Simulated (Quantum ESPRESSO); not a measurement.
The system is C.

```
C
1.0
     2.46100    0.00000    0.00000
    -1.23050    2.13129    0.00000
     0.00000    0.00000    6.70800
C
4
Direct
  0.00000 0.00000 0.25000
  0.00000 0.00000 0.75000
  0.33333 0.66667 0.25000
  0.66667 0.33333 0.75000
```

The cell was built by a generator and needn't be a form met in nature.

Base run:

| Property | Result |
| --- | --- |
| Program | Quantum ESPRESSO 7.5 |
| Functional | LDA |
| Potentials or basis | GBRV 1.5 LDA |
| Cutoff | 612 eV |
| Density cutoff | 4898 eV |
| k mesh | 12 × 12 × 4 |
| Occupations | methfessel-paxton, width 0.1 eV |
| Spin | no spin polarisation |

Its results: band gap on the k mesh none (metal or under the smearing width); pressure -5.9 GPa.

**Question.** The run is repeated on the same cell with these changes: functional from LDA to PBEsol; potentials or basis from GBRV 1.5 LDA to GBRV 1.5 PBEsol. What comes out?

**Answer.** Band gap on the k mesh none (metal or under the smearing width); pressure -0.4 GPa.

Caveats: this functional lacks dispersion, which binds the layers, so the pressure and a relaxed spacing across them are unreliable (some runs).

Not every run made on this cell is shown here.
